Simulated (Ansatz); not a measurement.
A (010) slab of TiAl2 (Cmmm (No. 65)), 6 planes, outer planes TiAl (top) and Al (bottom), with 12 atoms (Ti4Al8) in a surface cell of A = 15.495 Å², as cut from the bulk:

```yaml
crystal:
  lattice:
    - [3.90067, 0.00000, 0.00000]
    - [0.00000, 3.97242, 0.00000]
    - [0.00000, 0.00000, 25.16970]
  atoms:
    - { symbol: Al, position: [0.50000, 0.00000, 0.29798] }
    - { symbol: Al, position: [0.00000, 0.50000, 0.29798] }
    - { symbol: Ti, position: [0.00000, 0.00000, 0.37278] }
    - { symbol: Al, position: [0.50000, 0.50000, 0.38077] }
    - { symbol: Al, position: [0.00000, 0.50000, 0.45461] }
    - { symbol: Ti, position: [0.50000, 0.00000, 0.46260] }
    - { symbol: Al, position: [0.00000, 0.00000, 0.53740] }
    - { symbol: Al, position: [0.50000, 0.50000, 0.53740] }
    - { symbol: Ti, position: [0.50000, 0.00000, 0.61221] }
    - { symbol: Al, position: [0.00000, 0.50000, 0.62020] }
    - { symbol: Al, position: [0.50000, 0.50000, 0.69403] }
    - { symbol: Ti, position: [0.00000, 0.00000, 0.70202] }
```

Method: DFT PBEsol, scalar-relativistic, plane waves, PAW (Ansatz 0.2.0). Cutoff 420 eV; k points 9×9×1 on the computed 12-atom cell (Γ-centred); Gaussian smearing, width 0.10 eV; no spin polarisation. A dipole correction removes the field between periodic images along c.

Against the same 12 atoms in the bulk, the slab as cut lies 3.711 eV higher and the relaxed slab 3.621 eV higher.

(1) Work out the surface energy before and after relaxation.

(2) What is the ideal work of this cut, per area?

Results:

(1) The slab has two faces, so γ = (E_slab − N·E_bulk)/(2A), the mean of both. As cut: 3.711/(2 × 15.495) = 0.1197 eV/Å², and 1 eV/Å² = 16.02 J/m², so γ = 1.92 J/m². Relaxed: 3.621/(2 × 15.495) = 0.1168 eV/Å² = 1.87 J/m². Relaxation recovers 2 % of the cost of cutting.

(2) Griffith's ideal work is 2γ: 3.84 J/m² if the new faces stay rigid, 3.74 J/m² if they relax. Other cuts parallel to this plane can cost less. One thickness was run, 6 planes, so γ can still shift with it.

Cleaving this plane costs 3.84 J/m² with rigid faces and 3.74 J/m² after relaxation, so nearly all of the cost is the loss of bonding across the cut rather than strain that the surface atoms can relieve. The cut separates a pure Al plane from a mixed one, severing Ti–Al and Al–Al nearest-neighbour contacts but no Ti–Ti ones. Hybridisation between Ti d and Al sp states makes the Ti–Al contacts strong, and they probably account for much of the work. The small energy gain on relaxation suits a dense, fcc-derived metal, where electrons screen the new surface well and the remaining neighbours leave atoms little room to move.

Because the slab has the bulk composition, the sum for both faces needs no choice of chemical potentials. It fixes the work of separation, but not which termination is the more stable. Every atom starts on a site whose symmetry cancels in-plane forces, so a reconstruction with lateral shifts could lower the energy further without showing up here.
